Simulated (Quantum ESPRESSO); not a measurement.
Crystal: MnO2.

```
CELL_PARAMETERS angstrom
2.75137 0.00000 0.00000
-1.37568 2.38275 0.00000
0.00000 0.00000 4.43853
ATOMIC_POSITIONS crystal
Mn 0.00000 0.00000 0.00000
O 0.33333 0.66667 0.25200
O 0.66667 0.33333 0.74800
```

Measurements of this composition are mostly on another form, of space group No. 136.

Base run:

- Program: Quantum ESPRESSO 7.5
- Functional: LDA
- Potentials or basis: GBRV 1.5 LDA
- Cutoff: 612 eV
- Density cutoff: 4898 eV
- k mesh: 8 × 8 × 4
- Occupations: gaussian, width 0.05 eV
- Spin: collinear spin, ferromagnetic start
- Starting moments: [3.0, 0.0, 0.0] μB
- Hubbard terms: Mn d U = 2 eV

Its results: band gap on the k mesh 1.09 eV, indirect (least direct gap 1.54 eV); pressure -11.6 GPa; largest force 2.787 eV/Å.

Question: The run is repeated on the same cell with these changes: spin from collinear spin, ferromagnetic start to no spin polarisation; magnetic state asked for from fm to nm. What comes out?

Answer: Band gap on the k mesh none (metal or under the smearing width); pressure -27.7 GPa; largest force 2.540 eV/Å.

Caveats: a cell with one magnetic atom can't hold antiferromagnetic order, which such compounds often take (some runs); forces of over 1 eV/Å show positions far from the minimum, so gaps and moduli don't describe the material at rest (some runs); an odd number of electrons without spin polarisation forces a metal (some runs); a magnetic or distorted state may lie lower (some runs); U without spin polarisation on a metal has little footing (some runs).

A k mesh can miss the band edges.
